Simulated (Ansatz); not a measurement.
Geometry optimisation, DFT PBEsol, scalar-relativistic, plane waves, PAW in Ansatz 0.2.0.

The input (input.yaml):

```yaml
crystal:
  lattice:
    - [-3.219, -5.575472, 0.0]
    - [4.8285, -2.787736, 0.0]
    - [0.0, 0.0, 5.1489]
  atoms:
    - { symbol: Zn, position: [0.49999996, 0.33333331, 0.0] }
    - { symbol: Zn, position: [0.49999995, 0.66666663, 0.5] }
    - { symbol: O, position: [0.49999996, 0.33333331, 0.3816] }
    - { symbol: O, position: [0.49999995, 0.66666663, 0.8816] }
    - { symbol: Zn, position: [0.24999996, 0.83333331, 0.0] }
    - { symbol: Zn, position: [0.24999998, 0.16666665, 0.5] }
    - { symbol: O, position: [0.24999996, 0.83333331, 0.3816] }
    - { symbol: O, position: [0.24999998, 0.16666665, 0.8816] }
    - { symbol: Zn, position: [-1.0e-08, 0.33333333, 0.0] }
    - { symbol: Zn, position: [-2.0e-08, 0.66666665, 0.5] }
    - { symbol: O, position: [-1.0e-08, 0.33333333, 0.3816] }
    - { symbol: O, position: [-2.0e-08, 0.66666665, 0.8816] }
    - { symbol: Zn, position: [0.74999993, 0.83333329, 0.0] }
    - { symbol: Zn, position: [0.74999995, 0.16666663, 0.5] }
    - { symbol: O, position: [0.74999993, 0.83333329, 0.3816] }
    - { symbol: O, position: [0.74999995, 0.16666663, 0.8816] }
    - { symbol: O, position: [0.63814484, 0.57445762, 0.19058216], spin: 1.0 }
magnetization:
  spin_polarized: true
basis:
  ecutwfc: 420.0
kpoints:
  mp_grid: { grid: [2, 2, 2] }
hamiltonian:
  xc: pbesol
scf:
  occupations: { method: fermi_dirac, width: 0.05 }
  lower_state_search: "off"
relax:
  f_tol: 0.03
  max_steps: 60
  adjacent_minimum: "off"
output:
  write_density: true
  write_potential: true
  elf: true
  volumetric_format: npy
```

Command:

```bash
$ ansatz run input.yaml --threads 2 --pin off --max-ram 5120MiB --backend cpu --events-out ev --progress --plain --runs-dir out
```

**Question.** Where does it end, and by what steps?

**Answer.** It converged. Limits of this set-up: coarse k mesh, a small cell, in which the defect meets its images. After 6 steps the energy has fallen by 2.328 eV; O17 moved furthest, 0.82 Å. Joined: Zn9–O17 (2.86 → 1.95 Å).

```json
{"step": "0", "energy less start (eV)": "0.0000", "largest force component (eV/Å)": "3.694", "accepted": "yes"}
{"step": "1", "energy less start (eV)": "-1.3569", "largest force component (eV/Å)": "1.842", "accepted": "yes"}
{"step": "2", "energy less start (eV)": "-2.1334", "largest force component (eV/Å)": "0.409", "accepted": "yes"}
{"step": "3", "energy less start (eV)": "-2.2272", "largest force component (eV/Å)": "0.321", "accepted": "yes"}
{"step": "4", "energy less start (eV)": "-2.2915", "largest force component (eV/Å)": "0.169", "accepted": "yes"}
{"step": "5", "energy less start (eV)": "-2.3263", "largest force component (eV/Å)": "0.067", "accepted": "yes"}
{"step": "6", "energy less start (eV)": "-2.3282", "largest force component (eV/Å)": "0.017", "accepted": "yes"}
```

```xyz
17
Lattice="-3.2190 -5.5755 0.0000 4.8285 -2.7877 0.0000 0.0000 0.0000 5.1489" Properties=species:S:1:pos:R:3
Zn 0.050 -3.725 0.051
Zn 1.624 -4.656 2.499
O 0.059 -3.551 2.087
O 1.741 -4.558 4.436
Zn 3.301 -3.717 0.010
Zn -0.074 -1.764 2.711
O 3.225 -3.675 1.942
O 0.107 -1.870 4.657
Zn 1.686 -0.893 0.052
Zn 3.276 -1.799 2.503
O 1.541 -0.988 2.087
O 3.250 -1.945 4.439
Zn 1.574 -6.436 -0.018
Zn -1.447 -4.689 2.561
O 1.788 -6.562 2.019
O -1.700 -4.544 4.496
O 0.032 -5.541 0.763
```

Whether the end is a true minimum wasn't checked by a vibrational analysis.

Time of the run: 51 s on 2 threads of Intel(R) Xeon(R) Platinum 8488C (Sapphire Rapids) (shared host), peak memory 0.72 GiB.
